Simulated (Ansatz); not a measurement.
# Where N_i (4-fold void) puts its levels in the gap of Si3N4 (P6_3/m), part 2 of 3

Aim: at which Fermi levels does N_i (4-fold void) in Si3N4 (P6_3/m) change its charge? The model is a cell of 126 host atoms with 1 N put in.

Ansatz; place-levels on PBEsol runs: charge-transition levels and formation energies with image-charge correction and potential alignment at the atomic sites; PAW set soft_1.

So far: The starting structure; What was run first.

### 3. Placing the levels, PBEsol

A charged cell interacts with its images and the background, and its potential has another zero than the host's. place-levels removes the first by a point-charge model, screened by the static dielectric constant since the ions have relaxed around the charge, and the second by comparing potentials at atoms far from the defect.

The host is a run of the defect-free crystal in the same cutoffs, grids and k-points, so that basis and sampling errors cancel in part in the differences. Its band edges come from a run of the primitive cell that searches the zone for them. The host is run in a cell of 42 atoms on a matching mesh. Chemical potentials are energies per atom of N (N2 molecule), run with the same functional and cutoff.

File levels.point.yaml:

```yaml
host:
  run: host.point.run
  levels_from: { run: edges.point.run }
states: [qm3.point.run, qm3_M2.point.run, qm2_M1.point.run, qm1.point.run, qm1_M2.point.run, q0_M1.point.run, qp1.point.run, qp1_M2.point.run]
geometry_from:
  qm3.point.run: qm3.relax.run
  qm3_M2.point.run: qm3_M2.relax.run
  qm2_M1.point.run: qm2_M1.relax.run
  qm1.point.run: qm1.relax.run
  qm1_M2.point.run: qm1_M2.relax.run
  q0_M1.point.run: q0_M1.relax.run
  qp1.point.run: qp1.relax.run
  qp1_M2.point.run: qp1_M2.relax.run
  host.point.run: host.relax.run
chemical_potentials:
  "N":
    energy: -378.476431
    dataset: "<sha256 of the dataset>"
epsilon: [4.29, 4.29, 4.37]
static_epsilon: [8.29, 8.29, 8.25]
vertical:
  - { from: qm3.point.run, to: qm3.point_neutral.run }
  - { from: qm3_M2.point.run, to: qm3_M2.point_neutral.run }
  - { from: qm2_M1.point.run, to: qm2_M1.point_neutral.run }
  - { from: qm1.point.run, to: qm1.point_neutral.run }
  - { from: qm1_M2.point.run, to: qm1_M2.point_neutral.run }
  - { from: qp1.point.run, to: qp1.point_neutral.run }
  - { from: qp1_M2.point.run, to: qp1_M2.point_neutral.run }
```

Launch:

```sh
$ ansatz place-levels levels.point.yaml -- --threads 4 --pin off --max-ram 15073MiB
```

Log:

```text
[... repeated set-up lines and file paths are left out, and long positions are rounded to six places ...]
(+1/0) 0.632 eV above the valence edge, 3.554 eV under the conduction edge
(0/-1) 1.223 eV above the valence edge, 2.963 eV under the conduction edge
(-1/-2) 2.702 eV above the valence edge, 1.484 eV under the conduction edge; not on the lower envelope
(-2/-3) 1.873 eV above the valence edge, 2.313 eV under the conduction edge; not on the lower envelope
(-1/-3) 2.288 eV above the valence edge, 1.898 eV under the conduction edge: charges between them are lowest nowhere
formation energy of charge +1: +4.608 eV with the Fermi level at the valence edge
formation energy of charge 0: +5.241 eV with the Fermi level at the valence edge
formation energy of charge -1: +6.464 eV with the Fermi level at the valence edge
formation energy of charge -2: +9.166 eV with the Fermi level at the valence edge
formation energy of charge -3: +11.039 eV with the Fermi level at the valence edge
vertical -3 to 0: no energy, since no alignment is typed
  the change from vertical[0].from (qm3.point.run) to vertical[0].to (qm3.point_neutral.run): by its spins about the atoms it stands at 0.255 0.466 0.084, with an rms radius of about 4.0 Å (2.8 2.0 2.0 Å across the planes of the cell's vectors); [...]
vertical -3 to 0: no energy, since no alignment is typed
  the change from vertical[1].from (qm3_M2.point.run) to vertical[1].to (qm3_M2.point_neutral.run): by its potential at epsilon [4.29, 4.29, 4.37] it stands at 0.250 0.472 0.202, with an rms radius of about 5.1 Å (3.2 3.2 2.2 Å across the planes of the cell's [...]
vertical -2 to 0: no energy, since no alignment is typed
  the change from vertical[2].from (qm2_M1.point.run) to vertical[2].to (qm2_M1.point_neutral.run): by its potential at epsilon [4.29, 4.29, 4.37] it stands at 0.229 0.470 0.205, with an rms radius of about 4.0 Å (2.6 2.5 1.8 Å across the planes of the cell's [...]
vertical -1 to 0: no energy, since no alignment is typed
  the change from vertical[3].from (qm1.point.run) to vertical[3].to (qm1.point_neutral.run): by its potential at epsilon [4.29, 4.29, 4.37] it stands at 0.439 0.584 0.159, with an rms radius of about 3.3 Å (1.7 2.4 1.5 Å across the planes of the cell's [...]
vertical -1 to 0: no energy, since no alignment is typed
  the change from vertical[4].from (qm1_M2.point.run) to vertical[4].to (qm1_M2.point_neutral.run): by its spins about the atoms it stands at 0.303 0.594 0.250, with an rms radius of about 2.9 Å (1.8 2.1 0.9 Å across the planes of the cell's vectors); [...]
vertical +1 to 0: no energy, since no alignment is typed
  the change from vertical[5].from (qp1.point.run) to vertical[5].to (qp1.point_neutral.run): by its potential at epsilon [4.29, 4.29, 4.37] it stands at 0.310 0.517 0.163, with an rms radius of about 2.5 Å (1.8 1.2 1.3 Å across the planes of the cell's [...]
vertical +1 to 0: no energy, since no alignment is typed
  the change from vertical[6].from (qp1_M2.point.run) to vertical[6].to (qp1_M2.point_neutral.run): by its potential at epsilon [4.29, 4.29, 4.37] it stands at 0.454 0.705 0.250, with an rms radius of about 1.8 Å (0.9 1.4 0.7 Å across the planes of the cell's [...]
  edges by pbesol of host.levels_from (edges.point.run), its mesh sampled to repeats of 26.19 Å (the valence edge +0.130 eV and the conduction edge -0.336 eV from those of the host's own run), gap 4.186 eV; the host is sampled to repeats of 26.41 Å
  the defect's cells are sampled to repeats of 26.41 Å, like sampling
  charge +1: -61346.3789 eV with its correction of +0.281 eV, at epsilon [8.29, 8.29, 8.25], aligned at sites: +0.0542 eV, mean over 95 atomic sites at or beyond 4.37 Å from the defect at [0.3537, 0.6393, 0.2184], with +0.010073 for the charge's moments and [...]
  charge 0: +0.005 eV for its dipole among its images, +0.000 omitted
  charge -1: -61328.2795 eV with its correction of +0.133 eV, at epsilon [8.29, 8.29, 8.25], aligned at sites: +0.0852 eV, mean over 95 atomic sites at or beyond 4.37 Å from the defect at [0.3537, 0.6393, 0.2184], with -0.014028 for the charge's moments and [...]
  charge -2: -61317.4555 eV with its correction of +0.662 eV, at epsilon [8.29, 8.29, 8.25], aligned at sites: +0.1054 eV, mean over 95 atomic sites at or beyond 4.37 Å from the defect at [0.3537, 0.6393, 0.2184], with -0.045519 for the charge's moments and [...]
  charge -3: -61307.4602 eV with its correction of +1.468 eV, at epsilon [8.29, 8.29, 8.25], aligned at sites: +0.1654 eV, mean over 95 atomic sites at or beyond 4.37 Å from the defect at [0.3537, 0.6393, 0.2184], with -0.058881 for the charge's moments and [...]
  charge +1: states[6] (qp1.point.run) stands 0.108 eV higher, with a moment of 0.00 μB against 2.00
  charge -1: states[4] (qm1_M2.point.run) stands 0.911 eV higher, with a moment of 2.00 μB against 0.00
  charge -3: states[1] (qm3_M2.point.run) stands 3.417 eV higher, with a moment of 2.00 μB against 0.00
  states[1] (qm3_M2.point.run): levels filled in part (TS 0.004 eV): its energy is of no whole electron's
  of states[7] (qp1_M2.point.run): stability_check_not_made
  of states[5] (q0_M1.point.run): its displacements don't fall off away from the defect: farther atoms stand 0.016 Å off the host's places. [...]
  of states[3] (qm1.point.run): it parts from the run at its places by a charge that spreads by about 2.4 Å along one vector (2 Å or more is wide), by its potential at epsilon [4.29, 4.29, 4.37], taken for that of held ions (one typed too small widens it), [...]
  of states[2] (qm2_M1.point.run): it parts from the run at its places by a charge that spreads by about 2.6 Å along one vector (2 Å or more is wide), by its potential at epsilon [4.29, 4.29, 4.37], taken for that of held ions (one typed too small widens it), [...]
  of states[0] (qm3.point.run): it parts from the run at its places by a charge that spreads by about 2.8 Å along one vector (2 Å or more is wide), by the spins about the atoms, where the cell does not tell a trapped carrier from a band state. [...]
  of states[4] (qm1_M2.point.run): it parts from the run at its places by a charge that spreads by about 2.1 Å along one vector (2 Å or more is wide), by the spins about the atoms, where the cell does not tell a trapped carrier from a band state. [...]
  of states[1] (qm3_M2.point.run): it parts from the run at its places by a charge that spreads by about 3.2 Å along one vector (2 Å or more is wide), by its potential at epsilon [4.29, 4.29, 4.37], taken for that of held ions (one typed too small widens it), [...]
  of vertical[0].from (qm3.point.run): its displacements don't fall off away from the defect: farther atoms stand 0.045 Å off the host's places. [...]
  vertical[0].to (qm3.point_neutral.run): levels filled in part (TS 0.014 eV): its energy is of no whole electron's
  of vertical[0].to (qm3.point_neutral.run): its displacements don't fall off away from the defect: farther atoms stand 0.045 Å off the host's places. [...]
  vertical[1].from (qm3_M2.point.run): levels filled in part (TS 0.004 eV): its energy is of no whole electron's
  of vertical[1].from (qm3_M2.point.run): its moments are held at its close (magnetization.spin_locking), by a field of 0.927 eV a Bohr magneton, and its energy and levels are of the state that this holds: a run that lets them go can end lower; [...]
  vertical[1].to (qm3_M2.point_neutral.run): levels filled in part (TS 0.006 eV): its energy is of no whole electron's
  of vertical[1].to (qm3_M2.point_neutral.run): it set out from the moments of a save, which an earlier run chose (saved_moments_taken); [...]
  of vertical[2].from (qm2_M1.point.run): stability_check_not_made; [...]
  vertical[2].to (qm2_M1.point_neutral.run): levels filled in part (TS 0.006 eV): its energy is of no whole electron's
  of vertical[2].to (qm2_M1.point_neutral.run): it set out from the moments of a save, which an earlier run chose (saved_moments_taken); [...]
  of vertical[3].from (qm1.point.run): it parts from the run at its places by a charge that spreads by about 2.4 Å along one vector (2 Å or more is wide), by its potential at epsilon [4.29, 4.29, 4.37], taken for that of held ions (one typed too small widens [...]
  vertical[3].to (qm1.point_neutral.run): levels filled in part (TS 0.001 eV): its energy is of no whole electron's
  of vertical[4].from (qm1_M2.point.run): its displacements don't fall off away from the defect: farther atoms stand 0.017 Å off the host's places. [...]
  vertical[4].to (qm1_M2.point_neutral.run): levels filled in part (TS 0.002 eV): its energy is of no whole electron's
  of vertical[4].to (qm1_M2.point_neutral.run): its displacements don't fall off away from the defect: farther atoms stand 0.017 Å off the host's places. [...]
  of vertical[6].from (qp1_M2.point.run): stability_check_not_made
  of vertical[6].to (qp1_M2.point_neutral.run): it set out from the moments of a save, which an earlier run chose (saved_moments_taken)
```

It took 1.3 s on 4 threads of Arm Neoverse V2, shared host.

Under PBEsol the gap is 4.19 eV, (+1/0) 0.63, (0/−1) 1.22, (−1/−2) 2.70, (−2/−3) 1.87 eV; the steps are inverted, so the lowest state changes at (−1/−3) 2.29 eV.

Levels between the charges placed, in eV above the valence top:

|  | gap (eV) | (+1/0) | (0/−1) | (−1/−2) | (−2/−3) |
| --- | --- | --- | --- | --- | --- |
| PBEsol | 4.19 | 0.63 | 1.22 | 2.70 | 1.87 |

Corrections by state:

| charge | moment (μB) | image terms and alignment (eV) | band filling (eV) | ε used | over the lowest of its charge, as the program ranks them, band filling apart (eV) |
| --- | --- | --- | --- | --- | --- |
| +1 | 2.0 | 0.281 | - | principal values (8.25, 8.29, 8.29) | 0.000 |
| 0 | 1.0 | 0.005 | - | - | 0.000 |
| −1 | 0.0 | 0.133 | - | principal values (8.25, 8.29, 8.29) | 0.000 |
| −2 | 1.0 | 0.662 | - | principal values (8.25, 8.29, 8.29) | 0.000 |
| −3 | 0.0 | 1.468 | - | principal values (8.25, 8.29, 8.29) | 0.000 |
| +1 | 0.0 | 0.281 | - | principal values (8.25, 8.29, 8.29) | 0.108 |
| −1 | 2.0 | 0.139 | - | principal values (8.25, 8.29, 8.29) | 0.911 |
| −3 | 2.0 | 1.421 | - | principal values (8.25, 8.29, 8.29) | 3.417 |

The charged structures listed were also run neutral, and place-levels reads from each pair, by the potential or the spins, how wide the charge is by which they differ; that can be the carrier of either run.

| charge | rms radius (Å) | spread where it is widest against the cell (Å) | wide from (Å) | reading |
| --- | --- | --- | --- | --- |
| +1 | 1.8 | 1.38 | 1.98 | narrow |
| −1 | 3.3 | 2.43 | 1.98 | wide |
| −2 | 4.0 | 2.55 | 1.98 | wide |
| −3 | 4.0 | 2.82 | 1.98 | wide |

The neutral runs of these pairs need not share the spin of the lowest neutral state, and very wide values only mean spread over the cell.

From the program's caveats on the states, each cut to its opening words:

- charge +1 (2 μB), 0 (1 μB), −2 (1 μB), −1 (2 μB): flagged: stability check not made
- charge 0 (1 μB): its displacements don't fall off away from the defect: farther atoms stand 0.016 Å off the host's places
- charge −1: it parts from the run at its places by a charge that spreads by about 2.4 Å along one vector (2 Å or more is wide), by its potential at epsilon [4.29, 4.29, [...]
- charge −2 (1 μB): it parts from the run at its places by a charge that spreads by about 2.6 Å along one vector (2 Å or more is wide), by its potential at epsilon [4.29, 4.29, [...]
- charge −2 (1 μB): the far atoms show a dipole or second moment of the defect's charge, for which the correction takes or leaves out 0.091 eV: further moments aren't read, and [...]
- charge −3: it parts from the run at its places by a charge that spreads by about 2.8 Å along one vector (2 Å or more is wide), by the spins about the atoms, where the [...]
- charge −3: its alignment with the host at atomic sites is doubtful: a part of the defect, N at [0.4837, 0.5321, 0.0842], stands 2.96 Å off the defect's place or the [...]
- charge −3: the far atoms show a dipole or second moment of the defect's charge, for which the correction takes or leaves out 0.392 eV: further moments aren't read, and [...]
- charge −3: its displacements don't fall off away from the defect: farther atoms stand 0.045 Å off the host's places
- charge −1 (2 μB): it parts from the run at its places by a charge that spreads by about 2.1 Å along one vector (2 Å or more is wide), by the spins about the atoms, where the [...]
- charge −1 (2 μB): its displacements don't fall off away from the defect: farther atoms stand 0.017 Å off the host's places
- charge −3 (2 μB): it parts from the run at its places by a charge that spreads by about 3.2 Å along one vector (2 Å or more is wide), by its potential at epsilon [4.29, 4.29, [...]
- charge −3 (2 μB): its alignment with the host at atomic sites is doubtful: the mean over the far sites moves by -0.0778 eV from their farther parts to their nearer, more than [...]
- charge −3 (2 μB): the far atoms show a dipole or second moment of the defect's charge, for which the correction takes or leaves out 0.137 eV: further moments aren't read, and [...]

The host's formation energy from the elements is -1.218 eV per atom; it sets how far the chemical potentials can move.

Limit set by the element alone; other compounds of these elements are not counted. Chemical potentials from the elements' reference states: N 0.00 eV, Si -2.84 eV. Formation energy by charge state (N-rich; gap 4.19 eV):

| charge | at valence top (eV) | at conduction bottom (eV) | correction included (eV) |
| --- | --- | --- | --- |
| +1 | 4.61 | 8.79 | 0.28 |
| 0 | 5.24 | 5.24 | 0.00 |
| −1 | 6.46 | 2.28 | 0.13 |
| −2 | 9.17 | 0.79 | 0.66 |
| −3 | 11.04 | -1.52 | 1.47 |

```csv
Fermi level (eV),lowest formation energy (eV)
0.00,4.61
0.38,4.99
0.76,5.24
1.14,5.24
1.52,4.94
1.90,4.56
2.28,4.18
2.67,3.04
3.05,1.90
3.43,0.76
3.81,-0.38
4.19,-1.52
```

Limit set by the element alone; other compounds of these elements are not counted. Chemical potentials from the elements' reference states: Si 0.00 eV, N -2.13 eV. Formation energies (Si-rich), with the Fermi level at the valence top and at the conduction bottom (gap 4.19 eV):

| charge | at valence top (eV) | at conduction bottom (eV) | correction included (eV) |
| --- | --- | --- | --- |
| +1 | 6.74 | 10.93 | 0.28 |
| 0 | 7.37 | 7.37 | 0.00 |
| −1 | 8.59 | 4.41 | 0.13 |
| −2 | 11.30 | 2.92 | 0.66 |
| −3 | 13.17 | 0.61 | 1.47 |

| Fermi level (eV) | lowest formation energy (eV) |
| --- | --- |
| 0.00 | 6.74 |
| 0.38 | 7.12 |
| 0.76 | 7.37 |
| 1.14 | 7.37 |
| 1.52 | 7.07 |
| 1.90 | 6.69 |
| 2.28 | 6.31 |
| 2.67 | 5.17 |
| 3.05 | 4.03 |
| 3.43 | 2.89 |
| 3.81 | 1.75 |
| 4.19 | 0.61 |

(Part 2 of 3 ends here.)

[Logs are printed without paths, hosts, clocks, repeated set-up lines and the standing remarks that a program may print on its own settings, such as how far it seeks lower states.]

[Hosts, paths, dates, database ids (printed as entryN), source tags and the programs' standing remarks are cut or masked in the printed files.]

[Where a table of states has a column of steps, it counts the stored structures, which are thinned; the runs took as many ionic steps or more.]

[A defect's name tells the site on which it was built; relaxed atoms can leave that site.]

[For some hosts the program warned that the k-mesh of the response run may be too coarse for force constants and the static dielectric constant; such warnings are not shown here.]
